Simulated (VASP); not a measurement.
Si2Mo:

```
Mo Si
1.0
     4.58547    0.00000    0.00000
    -2.29274    3.97113    0.00000
     0.00000    0.00000    6.57976
Mo Si
3 6
Direct
  0.50000 0.50000 0.83333
  0.00000 0.50000 0.16667
  0.50000 0.00000 0.50000
  0.16387 0.32775 0.50000
  0.67225 0.83613 0.16667
  0.83613 0.16387 0.83333
  0.83613 0.67225 0.50000
  0.32775 0.16387 0.16667
  0.16387 0.83613 0.83333
```

Measurements of this composition are mostly on another form, of space group No. 139.

| Item | Value |
| --- | --- |
| Program | VASP 6.6.1 |
| Task | single point |
| Functional | PBE |
| Potentials or basis | VASP PAW PBE potentials, release 64 (Mo_sv, Si) |
| Cutoff | 520 eV |
| k mesh | 7 × 7 × 4 |
| Occupations | fermi-dirac, width 0.05 eV |
| Spin | no spin polarisation |

On this cell: pressure 3.7 GPa; largest force 0.006 eV/Å; band gap on the k mesh 0.27 eV, indirect (least direct gap 0.63 eV).

The same run follows on a disturbed copy (atoms moved at random, drawn with an rms of 0.05 Å):

```
Mo Si
1.0
     4.58547    0.00000    0.00000
    -2.29274    3.97113    0.00000
     0.00000    0.00000    6.57976
Mo Si
3 6
Direct
  0.51437 0.50867 0.83088
  0.99980 0.51206 0.16923
  0.50127 0.98884 0.50070
  0.15930 0.32653 0.49047
  0.68000 0.83715 0.15847
  0.83332 0.16826 0.83404
  0.83134 0.67527 0.49593
  0.33121 0.16037 0.16317
  0.15948 0.83064 0.83364
```

Question: What changes?

Answer: The energy moves by +19.9 meV/atom; pressure 4.4 GPa; largest force 1.391 eV/Å; band gap on the k mesh 0.06 eV, indirect (least direct gap 0.54 eV).

Forces on the atoms (eV/Å):
```
Mo  -0.908 -0.836  0.204
Mo   0.775 -0.968 -0.631
Mo  -0.683  0.916 -0.429
Si   0.330 -0.055  0.712
Si  -0.418  0.201  0.577
Si   0.370  0.058 -0.221
Si   0.320 -0.094  0.212
Si  -0.010  0.358  0.085
Si   0.224  0.419 -0.509
```

Stress tensor (GPa, compression positive):
```
 4.57 -0.13  0.75
-0.13  4.50 -0.21
 0.75 -0.21  4.14
```

Caveats: an odd mesh through Γ misses points on the zone boundary, where band edges often lie.
